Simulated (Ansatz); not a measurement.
## MnS: computed properties

Level of theory: Ansatz, DFT PBEsol, scalar-relativistic, plane waves, PAW.

Settings: cutoff 420 eV, Γ-centred mesh 14×14×14 on the computed 2-atom cell, Gaussian smearing of 0.10 eV; collinear spin from starting moments 4.29 0 μB.

The structure is relaxed at this level of theory with its symmetry kept. This zinc-blende form isn't the usual stable structure of the compound.

```cif
data_structure
_symmetry_space_group_name_H-M 'F-43m'
_symmetry_Int_Tables_number 216
_cell_length_a 5.4639
_cell_length_b 5.4639
_cell_length_c 5.4639
_cell_angle_alpha 90.000
_cell_angle_beta 90.000
_cell_angle_gamma 90.000
_cell_volume 163.12
loop_
_atom_site_label
_atom_site_type_symbol
_atom_site_symmetry_multiplicity
_atom_site_Wyckoff_symbol
_atom_site_fract_x
_atom_site_fract_y
_atom_site_fract_z
_atom_site_occupancy
Mn1 Mn 4 a 0.00000 0.00000 0.00000 1
S1 S 4 d 0.25000 0.25000 0.75000 1
```

```
Space group                                                       : F-43m (No. 216)
Volume per atom                                                   : 20.39 Å³
Formation energy from the elements' standard states (uncorrected) : -0.306 eV/atom
Kohn–Sham band gap                                                : none (metal)
Density of states at the Fermi level                              : 1.37 states/eV per cell
Löwdin character within 0.5 eV of the Fermi level                 : Mn 3d 68 %, S 3p 22 %, unprojected 8 %
Bader charges (e)                                                 : Mn (1 in the cell) 1.08, S (1 in the cell) -1.08
Total moment                                                      : 4.61 μB per cell
Site moments (μB; atoms counted from 1 over the whole cell)       : Mn (atom 1) 3.90, S (atom 2) 0.09
```

Only this magnetic start was tried.